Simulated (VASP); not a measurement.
NaCl (rocksalt): one LDA single-point calculation in two programs

```cif
data_structure
_symmetry_space_group_name_H-M 'P 1'
_symmetry_Int_Tables_number 1
_cell_length_a 3.9636
_cell_length_b 3.9636
_cell_length_c 3.9636
_cell_angle_alpha 60.000
_cell_angle_beta 60.000
_cell_angle_gamma 60.000
_cell_volume 44.03
loop_
_atom_site_label
_atom_site_type_symbol
_atom_site_fract_x
_atom_site_fract_y
_atom_site_fract_z
_atom_site_occupancy
Na1 Na 0.00000 0.00000 0.00000 1
Cl1 Cl 0.50000 0.50000 0.50000 1
```

The two codes use different PAW datasets and cutoffs. VASP's cell holds 14 valence electrons and Ansatz's 16. LDA means the Perdew–Zunger form with relativistic exchange in VASP and the Perdew–Wang form in Ansatz. Ansatz's stress includes a Pulay correction; VASP's doesn't.

Cutoffs: 520 eV in VASP, 420 eV in Ansatz. k meshes: 8×8×8 and 8×8×8.

```
                               VASP    Ansatz
gap between bands v and c   4.77 eV   4.76 eV
         least direct gap   4.77 eV   4.76 eV
                 pressure  -2.1 GPa  -2.0 GPa
```

Band v is the last that the valence electrons fill when counted band by band, and c is the next. Levels in eV from the top of v, Ansatz:

| point | v−1 | v | c | c+1 |
| --- | --- | --- | --- | --- |
| Γ | 0.00 | 0.00 | 4.76 | 10.77 |
| X | -0.64 | -0.64 | 7.20 | 7.69 |
| W | -1.28 | -0.82 | 8.54 | 9.39 |
| K | -1.21 | -0.53 | 7.89 | 8.73 |
| L | -0.28 | -0.28 | 6.91 | 10.41 |

VASP:

```tsv
point	v−1	v	c	c+1
Γ	0.00	0.00	4.77	10.86
X	-0.64	-0.64	7.22	7.72
W	-1.28	-0.82	8.57	9.42
K	-1.21	-0.53	7.92	8.76
L	-0.29	-0.29	6.92	10.41
```
